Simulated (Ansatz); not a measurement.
# Ti2CF2 MXene monolayer in a perpendicular field, part 2 of 2

Wanted: the out-of-plane response of the Ti2CF2 MXene monolayer. A positive field points along +c.

Ansatz 0.2.0; plane-wave DFT, PBE-D3(BJ), Ansatz PAW (set soft_1); PAW set soft_1.

So far. Step 2 (Relaxation): The lattice constant a goes from 3.100 to 3.030 Å.

### 3. Atoms held, field 0

A sawtooth potential applies the field, turning back in the middle of the vacuum. With the dipole correction the typed value is the field outside the slab. The induced dipole is small, so the SCF threshold is tight.

The cell differs from the one that the last finished run ended in (c 39.576 → 22.790 Å).

Contents of input.yaml:

```yaml
crystal:
  lattice:
    - [3.0297136823, 0.0, 0.0]
    - [-1.5148568412, 2.6238090151, 0.0]
    - [0.0, 0.0, 22.7898838906]
  atoms:
    - { symbol: F, position: [0.3333333333, 0.6666666667, 0.3949120602] }
    - { symbol: Ti, position: [0.6666666667, 0.3333333333, 0.4500122409] }
    - { symbol: C, position: [0.0, 0.0, 0.5] }
    - { symbol: Ti, position: [0.3333333333, 0.6666666667, 0.5499877591] }
    - { symbol: F, position: [0.6666666667, 0.3333333333, 0.6050879398] }
kpoints:
  mp_grid: { grid: [18, 18, 1] }
  band_path:
    path: [[0, 0, 0], [0.5, 0, 0], [0.33333333, 0.33333333, 0], [0, 0, 0]]
    npoints: 16
hamiltonian:
  xc: pbe
  dispersion: d3bj
  pseudopotentials: { kind: paw, azcp: { folder: soft_1 } }
scf:
  occupations: { method: fermi_dirac, width: 0.02585 }
  convergence: { dr2_threshold: 1.0e-10 }
efield:
  axis: 3
  dipole_correction: true
  ramp_position: 0.97
  ramp_width: 0.06
  amplitude: 0
output:
  dos: { projected: true, e_range: [-6, 5] }
  write_potential: true
  write_density: true
  volumetric_format: npy
  elf: true
```

Command:

```
ansatz run input.yaml --threads 2 --pin off --max-ram 3072MiB --backend cpu --events-out ev --progress --plain --runs-dir out
```

Numbers of over 12 decimals in the logs are rounded to 6 here.

The program printed:

```text
[...]
Crystal: 5 atoms, lattice volume = 181.166 Å³
Basis set: ecut = 420 eV, 3497 PW (Γ)
Bands: 26, of which v1, the nominal top of the filled ones, is band 21 counted from 1 (20 counted from 0)
Symmetry: 6 space group operations
k-points: 37 of 324 (time reversal used)
[...]
SCF iter   1: F=—  HF=-6879.181593 eV  |F-HF|=—  |Δ(HF+E_count)|=         —  Δρ=8.89e-2  dr2=2.28e1  ethr=3.10e-3  p=0.000 e·Å  D=1.04e-13 V/Å  ΔV_dip=-0.00 eV  dr2_dipole=6.96e-9  V_vac-E_F(+/−)=7.91/7.91 eV  ⟨swp⟩=9.2  Hψ=5397  notcnv=0
efield: sawtooth ramp at fractional position 0.9700 (set: `efield.ramp_position`, or a place that a band, a saddle search or an elastic batch's reference lends), width 0.0600; the density the first Hamiltonian is built on has a dipole p = 0.000 e·Å; the dipole correction subtracts the counter field D = 1.04e-13 V/Å, which shifts the + side's vacuum level by -0.00 eV against the − side's; the planar-averaged density in the ramp window peaks in size at 7.6e-7 e/Å³
[...]
SCF iter   2: F=—  HF=-6877.009494 eV  |F-HF|=—  |Δ(HF+E_count)|=    2.17e0  Δρ=9.35e-2  dr2=1.73e1  ethr=3.10e-3  p=0.000 e·Å  D=1.27e-5 V/Å  ΔV_dip=-0.00 eV  dr2_dipole=3.84e-9  V_vac-E_F(+/−)=3.04/3.04 eV  ⟨swp⟩=4.3  Hψ=2976  notcnv=0  defer=17
[...]
SCF iter  11: F=-6873.575034 eV  HF=-6873.575034 eV  |F-HF|=4.00e-11  |Δ(HF+E_count)|=   1.71e-9  Δρ=1.20e-7  dr2=2.11e-11  ethr=1.00e-12  p=0.000 e·Å  D=2.52e-9 V/Å  ΔV_dip=-0.00 eV  dr2_dipole=4.76e-15  V_vac-E_F(+/−)=4.79/4.79 eV  ⟨swp⟩=7.9  Hψ=3883  notcnv=0
SCF 1 converged in 11 iterations: F = -6873.575034 eV  dr2 = 2.11e-11
[...]
NSCF: frozen V_eff on 49 k-points
efield: sawtooth ramp at fractional position 0.9700 (kept from the solve that this one continues, or follows in the run), width 0.0600; the density the first Hamiltonian is built on has a dipole p = 0.000 e·Å; the dipole correction subtracts the counter field D = 2.52e-9 V/Å, which shifts the + side's vacuum level by -0.00 eV against the − side's; the planar-averaged density in the ramp window peaks in size at 7.8e-8 e/Å³
[...]
SCF converged after 11 iterations
Free energy (F): -6873.575034 eV
[...]
Internal energy: -6873.571174 eV  (E = F + TS)
E sigma→0 (E₀):  -6873.573104 eV
Entropy (-TS):   -0.003860 eV (-0.772 meV/atom)
Fermi energy:    0.281314 eV
Dipole field:    D = -0.000000 V/Å  (p = -0.000000 e·Å, saw-weighted, corrected)
Work function:   Φ+ = 4.7888 eV   Φ− = 4.7888 eV
Levels:          The Fermi level and band energies are counted from a zero that moves with the ramp; work functions are not
[...]
--- Band table (eV; the first three rows and the last of 37) ---
  k-point 0: bands = [... 17 lower, -3.6021, -2.3779, -2.3779, 0.2441, 0.2441, 0.4710, 1.8698, 1.8698, ... 1 higher]
  k-point 1: bands = [... 17 lower, -3.5789, -2.4965, -2.4029, 0.1875, 0.3003, 0.5047, 1.8333, 1.8727, ... 1 higher]
  k-point 2: bands = [... 17 lower, -3.5258, -2.8013, -2.4664, 0.0002, 0.4597, 0.6297, 1.7765, 1.9013, ... 1 higher]
  k-point 36: bands = [... 17 lower, -4.1780, -4.1780, -3.2208, 0.6993, 1.3049, 1.3049, 2.2843, 2.2843, ... 1 higher]
```

It took 9.1 s on 2 threads of AMD EPYC 9R14 (Zen 4), shared host; peak memory 0.56 GiB.

Numbers from this step:

```
energy at zero smearing   : -6873.5731 eV
work function, upper face : 4.789 eV
dipole along the normal   : -9.51e-8 e·Å
```

Running mean over a fixed 2.7 Å (it still follows the layers) of the planar mean; the ramp of the sawtooth is left out. Table of electron's electrostatic potential energy less the Fermi level by z:

| z (Å) | electron's electrostatic potential energy less the Fermi level (eV) |
| --- | --- |
| 3.0 | 4.79 |
| 3.5 | 4.79 |
| 4.0 | 4.79 |
| 4.5 | 4.79 |
| 5.0 | 4.79 |
| 5.5 | 4.79 |
| 6.0 | 4.79 |
| 6.5 | 4.76 |
| 7.0 | 4.62 |
| 7.5 | 3.49 |
| 8.0 | 1.37 |
| 8.5 | -1.17 |
| 9.0 | -4.51 |
| 9.5 | -7.57 |
| 10.0 | -9.68 |
| 10.5 | -10.5 |
| 11.0 | -11.2 |
| 11.5 | -11.5 |
| 12.0 | -10.9 |
| 12.5 | -10.3 |
| 13.0 | -8.96 |
| 13.5 | -6.39 |
| 14.0 | -3.06 |
| 14.5 | -0.0106 |
| 15.0 | 2.31 |
| 15.5 | 4.15 |
| 16.0 | 4.72 |
| 16.5 | 4.78 |
| 17.0 | 4.79 |
| 17.5 | 4.79 |
| 18.0 | 4.79 |
| 18.5 | 4.79 |
| 19.0 | 4.79 |
| 19.5 | 4.79 |

The density of states has structure finer than the step of the table below, so its rows give means over 0.2 eV, whole bins alone (the curve runs from -6 to 1.31 eV). Peaks (eV: height): -4.57: 5.17, -3.77: 4.60, -3.68: 12.3, -3.52: 12.2, -2.99: 3.67, 0.20: 2.80.

The density of states by energy, zero at the Fermi level; means over each step:

energy (eV), density of states (states/eV a cell) and a bar:
```
     -5.0        0.0 
     -4.8        1.0 ####
     -4.6        3.7 ##############
     -4.4        1.7 ######
     -4.2        1.5 ######
     -4.0        1.5 #####
     -3.8        3.3 ############
     -3.6        8.1 ##############################
     -3.4        3.1 ###########
     -3.2        1.9 #######
     -3.0        2.9 ###########
     -2.8        1.3 #####
     -2.6        0.1 
     -2.4        0.0 
     -2.2        0.0 
     -2.0        0.0 
     -1.8        0.2 #
     -1.6        0.8 ###
     -1.4        0.8 ###
     -1.2        0.9 ###
     -1.0        1.0 ####
     -0.8        1.1 ####
     -0.6        1.3 #####
     -0.4        1.7 ######
     -0.2        1.1 ####
      0.0        1.7 ######
      0.2        1.9 #######
      0.4        1.6 ######
      0.6        1.5 ######
      0.8        1.7 ######
      1.0        1.6 ######
      1.2        1.7 ######
```

Projected DOS per atom over height of the atomic layer and energy from the Fermi level. Layers: F Ti C Ti F from below.

Values in states/eV, 22 rows by 5 columns, each cell a mean:
```
0.04 0.74 0.05 0.74 0.04
0.05 0.74 0.06 0.74 0.05
0.04 0.70 0.05 0.70 0.04
0.05 0.90 0.04 0.90 0.05
0.04 0.59 0.05 0.59 0.04
0.05 0.64 0.07 0.64 0.05
0.04 0.48 0.05 0.48 0.04
0.03 0.40 0.04 0.40 0.03
0.03 0.34 0.02 0.34 0.03
0.00 0.06 0.00 0.06 0.00
0.00 0.00 0.00 0.00 0.00
0.00 0.02 0.04 0.02 0.00
0.07 0.40 0.89 0.40 0.07
0.05 0.49 1.06 0.49 0.05
0.21 1.16 3.03 1.16 0.21
0.24 0.59 1.44 0.59 0.24
0.06 0.30 0.76 0.30 0.06
0.21 0.46 1.45 0.46 0.21
0.08 0.12 0.45 0.12 0.08
0.00 0.00 0.00 0.00 0.00
0.00 0.00 0.00 0.00 0.00
0.00 0.00 0.00 0.00 0.00
```
Columns: height of the atomic layer (Å) from 9 to 13.8; rows upwards: energy from the Fermi level (eV) from -5.96 to 1.24.

Electronic bands along the path, in eV, zero at the Fermi level:

```
  point  band 18  band 19  band 20  band 21  band 22  band 23  band 24  band 25
      Γ    -3.88    -2.66    -2.66    -0.04    -0.04     0.19     1.59     1.59
halfway    -4.02    -3.69    -2.92    -1.02     0.88     0.92     1.58     1.68
      M    -4.77    -3.48    -2.97    -1.81     1.58     1.95     2.22     2.33
halfway    -4.70    -3.78    -3.50    -0.76     1.35     1.59     1.97     2.22
      K    -4.46    -4.46    -3.50     0.42     1.02     1.02     2.00     2.00
halfway    -4.10    -3.68    -3.35    -0.29    -0.11     1.47     1.80     1.88
      Γ    -3.88    -2.66    -2.66    -0.04    -0.04     0.19     1.59     1.59
```

Valence density in the ca plane at fractional y = 0.333, with atoms of Ti and F within 0.2 Å of it. It is the smooth field of the valence electrons, not physical close to the nuclei.

Values in units of 1e0 e/Å³, 5 rows by 16 columns, each cell a mean:
```
0.0 0.0 0.0 0.0 0.0 0.0 0.3 2.8 0.6 0.2 1.0 1.4 0.0 0.0 0.0 0.0
0.0 0.0 0.0 0.0 0.0 0.0 0.6 8.5 1.2 0.2 3.4 5.6 0.1 0.0 0.0 0.0
0.0 0.0 0.0 0.0 0.0 0.0 0.3 3.0 0.6 0.2 1.1 1.5 0.0 0.0 0.0 0.0
0.0 0.0 0.0 0.0 0.0 0.1 0.3 0.3 0.5 0.5 0.3 0.1 0.0 0.0 0.0 0.0
0.0 0.0 0.0 0.0 0.0 0.1 0.3 0.3 0.5 0.5 0.2 0.1 0.0 0.0 0.0 0.0
```
Columns run along c (16.0 Å, from fractional 0.12 to 0.83 of the cell), rows up along a (3.0 Å). Atoms in or near the plane, at fractional coordinates: Ti at (0.45, 0.67), F at (0.61, 0.67).

Electrostatic potential energy in the ca plane at fractional y = 0.333, with atoms of Ti and F within 0.2 Å of it. With pseudopotentials it is smooth inside the atoms' cores, unlike the true potential.

Ten even steps from '0' (-40 eV) to '9' (5 eV), each cell a mean:
```
99999999999999999874225888878768999999999999
99999999999999999840002688887202899999999999
99999999999999999730001689886000799999999999
99999999999999999851002788887203899999999999
99999999999999999875336888778878999999999999
99999999999999999988778887557899999999999999
99999999999999999988888876546899999999999999
99999999999999999987778887667899999999999999
```
Columns run along c (16.0 Å, from fractional 0.12 to 0.83 of the cell; values clipped at the 3rd and 97th percentile), rows up along a (3.0 Å). Atoms in or near the plane, at fractional coordinates: Ti at (0.45, 0.67), F at (0.61, 0.67).

ELF in the ca plane at fractional y = 0.333, with atoms of Ti and F within 0.2 Å of it. It is the smooth field of the valence electrons, not physical close to the nuclei.

Values, 5 rows by 16 columns, each cell a mean:
```
0.00 0.00 0.00 0.00 0.00 0.06 0.14 0.54 0.30 0.20 0.46 0.70 0.17 0.00 0.00 0.00
0.00 0.00 0.00 0.00 0.00 0.01 0.22 0.69 0.32 0.18 0.61 0.73 0.27 0.01 0.00 0.00
0.00 0.00 0.00 0.00 0.00 0.07 0.15 0.54 0.30 0.20 0.46 0.69 0.17 0.00 0.00 0.00
0.00 0.00 0.00 0.00 0.02 0.27 0.40 0.18 0.59 0.26 0.13 0.17 0.02 0.00 0.00 0.00
0.00 0.00 0.00 0.00 0.02 0.28 0.40 0.17 0.61 0.25 0.11 0.15 0.02 0.00 0.00 0.00
```
Columns run along c (16.0 Å, from fractional 0.12 to 0.83 of the cell), rows up along a (3.0 Å). Atoms in or near the plane, at fractional coordinates: Ti at (0.45, 0.67), F at (0.61, 0.67).

The work function of the upper face is 4.79 eV.

### 4. Single point, field 0.1 V/Å

input.yaml: that of step 3 with these lines changed.

```diff
@@ -26,7 +26,6 @@
   dipole_correction: true
-  ramp_position: 0.97
-  ramp_width: 0.06
-  amplitude: 0
+  ramp_position: 0.9342
+  ramp_width: 0.1316
+  amplitude: 0.1
 output:
-  dos: { projected: true, e_range: [-6, 5] }
   write_potential: true
@@ -34,2 +33 @@
   volumetric_format: npy
-  elf: true
```

The program printed:

```text
[...]
Crystal: 5 atoms, lattice volume = 181.166 Å³
Basis set: ecut = 420 eV, 3497 PW (Γ)
Bands: 26, of which v1, the nominal top of the filled ones, is band 21 counted from 1 (20 counted from 0)
Symmetry: 6 space group operations
k-points: 37 of 324 (time reversal used)
[...]
k-point 0: bands = [... 17 lower, -3.6021, -2.3780, -2.3780, 0.2440, 0.2440, 0.4708, 1.8697, 1.8697, ... 1 higher]
  k-point 1: bands = [... 17 lower, -3.5789, -2.4966, -2.4030, 0.1874, 0.3002, 0.5046, 1.8331, 1.8725, ... 1 higher]
  k-point 2: bands = [... 17 lower, -3.5258, -2.8014, -2.4665, 0.0001, 0.4596, 0.6296, 1.7763, 1.9011, ... 1 higher]
  k-point 36: bands = [... 17 lower, -4.1783, -4.1779, -3.2210, 0.6991, 1.3045, 1.3049, 2.2838, 2.2846, ... 1 higher]
[key lines of the parts left out:]
SCF converged after 11 iterations
Free energy (F): -6873.576141 eV
Fermi energy:    0.281169 eV
Dipole field:    D = 0.022113 V/Å  (p = 0.022139 e·Å, saw-weighted, corrected)
```

It took 8.8 s on 2 threads; peak memory 0.53 GiB.

The dipole is 0.0221 e·Å.

### 5. Atoms held, field -0.1 V/Å

input.yaml: that of step 4 with these lines changed.

```diff
@@ -28,3 +28,3 @@
   ramp_width: 0.1316
-  amplitude: 0.1
+  amplitude: -0.1
 output:
```

The program printed:

```text
[...]
Crystal: 5 atoms, lattice volume = 181.166 Å³
Basis set: ecut = 420 eV, 3497 PW (Γ)
Bands: 26, of which v1, the nominal top of the filled ones, is band 21 counted from 1 (20 counted from 0)
Symmetry: 6 space group operations
k-points: 37 of 324 (time reversal used)
[...]
k-point 0: bands = [... 17 lower, -3.6021, -2.3780, -2.3780, 0.2440, 0.2440, 0.4708, 1.8697, 1.8697, ... 1 higher]
  k-point 1: bands = [... 17 lower, -3.5789, -2.4966, -2.4030, 0.1874, 0.3002, 0.5046, 1.8331, 1.8725, ... 1 higher]
  k-point 2: bands = [... 17 lower, -3.5258, -2.8014, -2.4665, 0.0001, 0.4596, 0.6296, 1.7763, 1.9011, ... 1 higher]
  k-point 36: bands = [... 17 lower, -4.1783, -4.1779, -3.2210, 0.6991, 1.3045, 1.3049, 2.2838, 2.2846, ... 1 higher]
[key lines of the parts left out:]
SCF converged after 11 iterations
Free energy (F): -6873.576141 eV
Fermi energy:    0.281169 eV
Dipole field:    D = -0.022113 V/Å  (p = -0.022139 e·Å, saw-weighted, corrected)
```

It took 8.8 s on 2 threads; peak memory 0.53 GiB.

The dipole is -0.0221 e·Å.

### 6. Response, atoms held

This step: plane-wave DFT, PBE-D3(BJ), Ansatz PAW (set soft_1); response to a field along the normal, atoms held; PAW set soft_1 (Ansatz 0.2.0).

The dipoles give the slope, and the difference of two potentials shows where the field is screened.

Numbers from this step:

```yaml
equivalent_conductor_thickness_p_eps_0ae: 5.040 Å
distance_between_the_outer_atoms: 4.790 Å
```

Dipole of the cell against applied field:

| applied field (V/Å) | dipole of the cell (e·Å) |
| --- | --- |
| -0.1000 | -0.0221 |
| 0.0000 | -9.5e-8 |
| 0.1000 | 0.0221 |

Local field over the applied field, running mean. From the potentials at -0.1 and 0.1 V/Å; running mean over 2.5 Å. Local field over applied field against z:

z (Å), local field over applied field and a bar:
```
     4.13      1.000 ##############################
     4.56      1.000 ##############################
     4.99      1.000 ##############################
     5.27      1.000 ##############################
     5.70      0.998 ##############################
     6.12      0.995 ##############################
     6.55      0.984 #############################
     6.84      0.966 #############################
     7.26      0.912 ###########################
     7.69      0.821 ########################
     8.12      0.707 #####################
     8.40      0.625 ##################
     8.83      0.501 ##############
     9.26      0.370 ##########
     9.69      0.252 #######
     9.97      0.191 #####
    10.40      0.122 ##
    10.83      0.075 #
    11.25      0.045 
    11.54      0.045 
    11.96      0.075 #
    12.39      0.122 ##
    12.82      0.191 #####
    13.10      0.252 #######
    13.53      0.370 ##########
    13.96      0.501 ##############
    14.39      0.625 ##################
    14.67      0.707 #####################
    15.10      0.821 ########################
    15.53      0.912 ###########################
    15.95      0.966 #############################
    16.24      0.984 #############################
    16.67      0.995 ##############################
    17.09      0.998 ##############################
    17.52      1.000 ##############################
    17.80      1.000 ##############################
    18.23      1.000 ##############################
    18.66      1.000 ##############################
```

Electrons, planar mean, per unit field. Table of induced electron density by z:

| z (Å) | induced electron density (e/Å³ per V/Å) |
| --- | --- |
| 4.5 | 1.9e-7 |
| 5.0 | 6.9e-7 |
| 5.5 | 3.0e-6 |
| 6.0 | 1.2e-5 |
| 6.5 | 5.1e-5 |
| 7.0 | 2.0e-4 |
| 7.5 | 7.0e-4 |
| 8.0 | 0.00210 |
| 8.5 | 0.00324 |
| 9.0 | 0.00159 |
| 9.5 | 2.0e-4 |
| 10.0 | 0.00144 |
| 10.5 | 0.00112 |
| 11.0 | 4.8e-4 |
| 11.5 | -8.4e-5 |
| 12.0 | -6.8e-4 |
| 12.5 | -0.00178 |
| 13.0 | -6.1e-4 |
| 13.5 | -0.00120 |
| 14.0 | -0.00169 |
| 14.5 | -0.00319 |
| 15.0 | -0.00137 |
| 15.5 | -4.2e-4 |
| 16.0 | -1.1e-4 |
| 16.5 | -2.8e-5 |
| 17.0 | -6.8e-6 |
| 17.5 | -1.6e-6 |
| 18.0 | -4.1e-7 |
| 18.5 | -1.2e-7 |

By hand: between -0.1 and 0.1 V/Å the dipole changes by 0.04428 e·Å, a slope of 0.2214 e·Å²/V. A perfect conductor of thickness t has p = ε₀AEt, so t = 180.95 × 0.2214 / 7.949 = 5.04 Å (e/ε₀ = 180.95 V·Å, A in Å²).

The induced dipole is that of a conductor 5.04 Å thick.

### 7. What came out

```
gap without field                          : none
work function, upper face                  : 4.79 eV
equivalent conductor thickness, atoms held : 5.04 Å
```

In words: The induced dipole equals that of a perfect conductor 5.04 Å thick, while the outer atoms lie 4.79 Å apart. There is no gap over 0.03 eV, with or without the field. The first relaxation ran with spin and lost its moment, and the later runs have none; other magnetic states were not tried. The MXene's terminations sit over the metal atoms of its far layer; the site over carbon or nitrogen, which some compounds prefer, was not run.

[Logs are printed without paths, hosts, clocks, repeated set-up lines and the standing remarks that a program may print on its own settings, such as how far it seeks lower states.]

[Hosts, paths, dates, database ids (printed as entryN), source tags and the programs' standing remarks are cut or masked in the printed files.]

[Maps of the electrostatic potential energy from Ansatz leave out the sawtooth potential of an applied field or a dipole correction, so their vacuum need not be flat; planar profiles and work functions include it.]

[The density of states shown here was stored with 400 of the rows of the run's finer table, so its peaks can read low, often by over a quarter, or be missed, and its means over a window can be off by a tenth or more.]
